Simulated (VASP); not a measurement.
# InP (F-43m) in VASP: single point with LDA

Aim: the single point of InP with LDA.

Program: VASP 6.6.1. These are calculated values, not measurements. Logs are shortened: lines on timing, memory, paths and dates and some standing lists are left out, and cuts for length are marked.

**Measured values to compare with.**

A printed reference work, data compilation reports, for a bulk crystal of InP at 1.6 K: band gap 1.4236 eV (direct).

The runs below are set against these values where they give the same quantity.

### 1 The cell of the first run

The structure is cubic, space group F-43m (No. 216). The conventional cell has a = 5.861 Å, b = 5.861 Å, c = 5.861 Å, α = 90.00°, β = 90.00°, γ = 90.00°. In (site symmetry -43m) has 4 P at 2.54 Å within 3.3 Å. P (site symmetry -43m) has 4 In at 2.54 Å within 3.3 Å.

### 2 Single point, LDA

The input, INCAR:

```
PREC = Accurate
ENCUT = 520
EDIFF = 1E-6
ISMEAR = 0
SIGMA = 0.01
LREAL = False
LASPH = True
NELM = 80
ALGO = Normal
ISIF = 2
LWAVE = False
LCHARG = False
GGA = CA
NBANDS = 16
```

The input, KPOINTS:

```
regular mesh
0
Gamma
  7 7 7
```

The input, POSCAR:

```
InP
1.0
    0.0000000000      2.9305000000      2.9305000000
    2.9305000000      0.0000000000      2.9305000000
    2.9305000000      2.9305000000      0.0000000000
In P
1 1
Direct
    0.0000000000      0.0000000000      0.0000000000
    0.2500000000      0.2500000000      0.2500000000
```

Potentials or basis: VASP PAW LDA potentials, release 64 (In_d, P).

Run with:

```sh
cat potpaw_LDA.64/In_d/POTCAR potpaw_LDA.64/P/POTCAR > POTCAR
mpirun -np 1 vasp_std > vasp.out
```

OUTCAR:

```text
PREC = Accurate
   ENCUT = 520
   EDIFF = 1E-6
   ISMEAR = 0
   LREAL = False
   LASPH = True
   NELM = 80
   ISIF = 2
   GGA = CA

 ion  position               nearest neighbor table
   1  0.000  0.000  0.000-   2 2.54   2 2.54   2 2.54   2 2.54
   2  0.250  0.250  0.250-   1 2.54   1 2.54   1 2.54   1 2.54

  LATTYP: Found a face centered cubic cell.
 ALAT       =     5.8610000000

  Lattice vectors:

 A1 = (   0.0000000000,   2.9305000000,   2.9305000000)
 A2 = (   2.9305000000,   0.0000000000,   2.9305000000)
 A3 = (   2.9305000000,   2.9305000000,   0.0000000000)

Analysis of symmetry for initial positions (statically):
=====================================================================
 Subroutine PRICEL returns:
 Original cell was already a primitive cell.

 Routine SETGRP: Setting up the symmetry group for a
 face centered cubic supercell.

 Subroutine GETGRP returns: Found 24 space group operations
 (whereof 24 operations were pure point group operations)
 out of a pool of 48 trial point group operations.

The static configuration has the point symmetry T_d .

Analysis of symmetry for dynamics (positions and initial velocities):
=====================================================================
 Subroutine PRICEL returns:
 Original cell was already a primitive cell.

 Routine SETGRP: Setting up the symmetry group for a
 face centered cubic supercell.

 Subroutine GETGRP returns: Found 24 space group operations
 (whereof 24 operations were pure point group operations)
 out of a pool of 48 trial point group operations.

The dynamic configuration has the point symmetry T_d .

 Subroutine INISYM returns: Found 24 space group operations
 (whereof 24 operations are pure point group operations),
 and found     1 'primitive' translations

----------------------------------------------------------------------------------------

                                     Primitive cell

  volume of cell :      50.3333

  direct lattice vectors                    reciprocal lattice vectors
     0.000000000  2.930500000  2.930500000    -0.170619348  0.170619348  0.170619348
     2.930500000  0.000000000  2.930500000     0.170619348 -0.170619348  0.170619348
     2.930500000  2.930500000  0.000000000     0.170619348  0.170619348 -0.170619348

  length of vectors
     4.144352845  4.144352845  4.144352845     0.295521380  0.295521380  0.295521380

  position of ions in fractional coordinates (direct lattice)
     0.000000000  0.000000000  0.000000000
     0.250000000  0.250000000  0.250000000

  ion indices of the primitive-cell ions
   primitive index   ion index
                 1           1
                 2           2

----------------------------------------------------------------------------------------

 KPOINTS: regular mesh

Automatic generation of k-mesh.
 Grid dimensions read from file:
 generate k-points for:    7    7    7

 Generating k-lattice:

  Cartesian coordinates                     Fractional coordinates (reciprocal lattice)
    -0.024374193  0.024374193  0.024374193     0.142857143  0.000000000  0.000000000
     0.024374193 -0.024374193  0.024374193     0.000000000  0.142857143  0.000000000
     0.024374193  0.024374193 -0.024374193     0.000000000  0.000000000  0.142857143

  Length of vectors
     0.042217340  0.042217340  0.042217340

  Shift w.r.t. Gamma in fractional coordinates (k-lattice)
     0.000000000  0.000000000  0.000000000

 Subroutine IBZKPT returns following result:
 ===========================================

 Found     20 irreducible k-points:

 Following reciprocal coordinates:
            Coordinates               Weight
  0.000000  0.000000  0.000000      1.000000
  0.142857  0.000000  0.000000      8.000000
  0.285714  0.000000  0.000000      8.000000
  0.428571  0.000000  0.000000      8.000000
  0.142857  0.142857  0.000000      6.000000
  0.285714  0.142857  0.000000     24.000000
[... 12 lines left out ...]
 -0.428571  0.428571  0.142857     24.000000
 -0.285714  0.428571  0.142857     24.000000
   k-points           NKPTS =     20   k-points in BZ     NKDIM =     20   number of bands    NBANDS=     16
   number of dos      NEDOS =    301   number of ions     NIONS =      2
   total plane-waves  NPLWV =  32768
   dimension x,y,z NGX =    32 NGY =   32 NGZ =   32
   dimension x,y,z NGXF=    64 NGYF=   64 NGZF=   64
   ions per type =               1   1
   NGX,Y,Z   is equivalent  to a cutoff of  12.84, 12.84, 12.84 a.u.
   NGXF,Y,Z  is equivalent  to a cutoff of  25.67, 25.67, 25.67 a.u.
 SYSTEM =  unknown system
   PREC   = accura    normal or accurate (medium, high low for compatibility)
   ISTART =      0    job   : 0-new  1-cont  2-samecut
   ICHARG =      2    charge: 1-file 2-atom 10-const
   ISPIN  =      1    spin polarized calculation?
   LNONCOLLINEAR =      F non collinear calculations
   LSORBIT =      F    spin-orbit coupling
   LASPH  =      T    aspherical Exc in radial PAW
   ENCUT  =  520.0 eV  38.22 Ry    6.18 a.u.   7.71  7.71  7.71*2*pi/ulx,y,z
   NELM   =     80;   NELMIN=  2; NELMDL= -5     # of ELM steps
   EDIFF  = 0.1E-05   stopping-criterion for ELM
   LREAL  =      F    real-space projection
   EDIFFG = 0.1E-04   stopping-criterion for IOM
   NSW    =      0    number of steps for IOM
   IBRION =     -1    ionic relax: 0-MD 1-quasi-New 2-CG
   NFREE  =      0    steps in history (QN), initial steepest desc. (CG)
   ISIF   =      2    stress and relaxation
   ISYM   =      2    0-nonsym 1-usesym 2-fastsym
   POTIM  = 0.5000    time-step for ionic-motion
   TEBEG  =    0.0;   TEEND  =   0.0 temperature during run
   PSTRESS=    0.0 pullay stress
   NELECT =      18.0000    total number of electrons
   NUPDOWN=      -1.0000    fix difference up-down
   EMIN   =  10.00;   EMAX   =-10.00  energy-range for DOS
   EFERMI =   0.00;   METHOD = LEGACY
   ISMEAR =     0;   SIGMA  =   0.01  broadening in eV -4-tet -1-fermi 0-gaus
   EFERMI_NEDOS =   21; number of points for ismear=-14 and -15
   IALGO  =     38    algorithm
   IMIX   =      4    mixing-type and parameters
     AMIX     =   0.40;   BMIX     =  1.00
     AMIX_MAG =   1.60;   BMIX_MAG =  1.00
  volume/ion in A,a.u.               =      25.17       169.83
  Fermi-wavevector in a.u.,A,eV,Ry     =   1.162021  2.195901 18.371846  1.350293
  Thomas-Fermi vector in A             =   2.298587
   LORBIT       =      0    0 simple, 1 ext, 2 COOP (PROOUT), +10 PAW based schemes
   GGA     = CA    functional components
   LHFCALC =     F    Hartree Fock is set to
   AEXX    =    0.0000 exact exchange contribution
   IVDW    =     0    specifies the selected vdW correction
   LEPSILON=     F    determine dielectric tensor
   LRPA    =     F    only Hartree local field effects (RPA)
 non-spin polarized calculation
 Gauss-broadening in eV      SIGMA  =   0.01
  energy-cutoff  :      520.00
  volume of cell :       50.33
 maximum number of plane-waves:      1374
   NGX = 15   NGY = 15   NGZ = 15

 number of electron      18.0000005 magnetization

 Free energy of the ion-electron system (eV)
  ---------------------------------------------------
  ext. energy  EPLUGINS =         0.00000000
  ---------------------------------------------------
  free energy    TOTEN  =        -9.66573458 eV

  energy without entropy =       -9.66573458  energy(sigma->0) =       -9.66573458

 E-fermi :   5.0834     XC(G=0):  -9.6102

 val. band max:        5.0112754523   @ k =   0.0000   0.0000   0.0000
 cond. band min:       5.5206036622   @ k =   0.0000   0.0000   0.0000
 fundamental gap:      0.5093282099
 Fermi energy:         5.0833553039

 k-point     1 :       0.0000    0.0000    0.0000
  band No.  band energies     occupation
      1      -9.1784      2.00000
      2      -9.1784      2.00000
      3      -9.1784      2.00000
      4      -9.0235      2.00000
      5      -9.0235      2.00000
      6      -6.5345      2.00000
[... 8 lines left out ...]
     15      14.4602      0.00000
     16      14.4602      0.00000

 k-point     2 :       0.1429    0.0000    0.0000
  band No.  band energies     occupation
      1      -9.2026      2.00000
      2      -9.1688      2.00000
      3      -9.1688      2.00000
      4      -9.0234      2.00000
      5      -9.0234      2.00000
      6      -6.3006      2.00000
[... 8 lines left out ...]
     15      13.6772      0.00000
     16      14.1999      0.00000

 k-point     3 :       0.2857    0.0000    0.0000
  band No.  band energies     occupation
      1      -9.2535      2.00000
      2      -9.1505      2.00000
      3      -9.1505      2.00000
      4      -9.0194      2.00000
      5      -9.0194      2.00000
      6      -5.6631      2.00000
[... 8 lines left out ...]
     15      13.6905      0.00000
     16      13.7563      0.00000

 k-point     4 :       0.4286    0.0000    0.0000
  band No.  band energies     occupation
      1      -9.2918      2.00000
      2      -9.1401      2.00000
      3      -9.1401      2.00000
      4      -9.0115      2.00000
      5      -9.0115      2.00000
      6      -4.9253      2.00000
[... 8 lines left out ...]
     15      15.0793      0.00000
     16      15.0793      0.00000
[... 248 lines left out ...]
 k-point    18 :      -0.4286    0.2857    0.1429
  band No.  band energies     occupation
      1      -9.3119      2.00000
      2      -9.1272      2.00000
      3      -9.1037      2.00000
      4      -9.0358      2.00000
      5      -9.0091      2.00000
      6      -4.4959      2.00000
[... 8 lines left out ...]
     15      15.4361      0.00000
     16      16.6050      0.00000

 k-point    19 :      -0.4286    0.4286    0.1429
  band No.  band energies     occupation
      1      -9.3378      2.00000
      2      -9.1037      2.00000
      3      -9.0839      2.00000
      4      -9.0558      2.00000
      5      -8.9989      2.00000
      6      -4.2400      2.00000
[... 8 lines left out ...]
     15      16.2085      0.00000
     16      16.8235      0.00000

 k-point    20 :      -0.2857    0.4286    0.1429
  band No.  band energies     occupation
      1      -9.3273      2.00000
      2      -9.1178      2.00000
      3      -9.0848      2.00000
      4      -9.0446      2.00000
      5      -9.0083      2.00000
      6      -4.1042      2.00000
[... 8 lines left out ...]
     15      15.4859      0.00000
     16      17.3898      0.00000

------------------------ aborting loop because EDIFF is reached ----------------------------------------

  FORCE on cell =-STRESS in cart. coord.  units (eV):
  Direction    XX          YY          ZZ          XY          YZ          ZX
  --------------------------------------------------------------------------------------
  -------------------------------------------------------------------------------------
  Total       -0.3760899     -0.3760899     -0.3760899     -0.0000000      0.0000000      0.0000000
  in kB      -11.9714604    -11.9714604    -11.9714604     -0.0000000      0.0000000      0.0000000
  external PRESSURE =     -11.9714604 kB  Pullay stress =       0.0000000 kB

 VOLUME and BASIS-vectors are now :
 -----------------------------------------------------------------------------
  energy-cutoff  :      520.00
  volume of cell :       50.33
      direct lattice vectors                 reciprocal lattice vectors
     0.000000000  2.930500000  2.930500000    -0.170619348  0.170619348  0.170619348
     2.930500000  0.000000000  2.930500000     0.170619348 -0.170619348  0.170619348
     2.930500000  2.930500000  0.000000000     0.170619348  0.170619348 -0.170619348

 POSITION                                       TOTAL-FORCE (eV/Angst)
 -----------------------------------------------------------------------------------
      0.00000      0.00000      0.00000        -0.000000      0.000000      0.000000
      1.46525      1.46525      1.46525         0.000000     -0.000000     -0.000000
 -----------------------------------------------------------------------------------
    total drift:                               -0.000000     -0.000000     -0.000000

  FREE ENERGIE OF THE ION-ELECTRON SYSTEM (eV)
  ---------------------------------------------------
  free  energy   TOTEN  =        -9.6657345751 eV

  energy  without entropy=       -9.6657345751  energy(sigma->0) =       -9.66573458
```

Wall time 7.8 s (1 thread of Intel Xeon 6975P-C, shared host); peak memory 0.16 GiB.

Results:

* Free energy: -9.6657 eV
* Pressure: -1.2 GPa
* Band gap on the k mesh: 0.51 eV, direct

Levels at points of the mesh, in eV from the valence-band top:
| k point | band 5 | band 6 | band 7 | band 8 | band 9 | band 10 | band 11 | band 12 | band 13 | band 14 |
| --- | --- | --- | --- | --- | --- | --- | --- | --- | --- | --- |
| (0.00, 0.00, 0.00) | -14.03 | -11.55 | 0.00 | 0.00 | 0.00 | 0.51 | 3.96 | 3.96 | 3.96 | 8.28 |

Caveat: spin-orbit coupling is left out, which moves the levels of the heavy elements.

### 3 Comparison with measurements

Step 2. A measured gap of InP is 1.4236 eV (direct; 1.6 K; a printed reference work, data compilation); the calculated 0.51 eV misses it by -0.91 eV. Spin-orbit coupling on In is left out. The value is that of LDA, without temperature or zero-point motion. Semilocal functionals fall short of measured gaps as a rule.
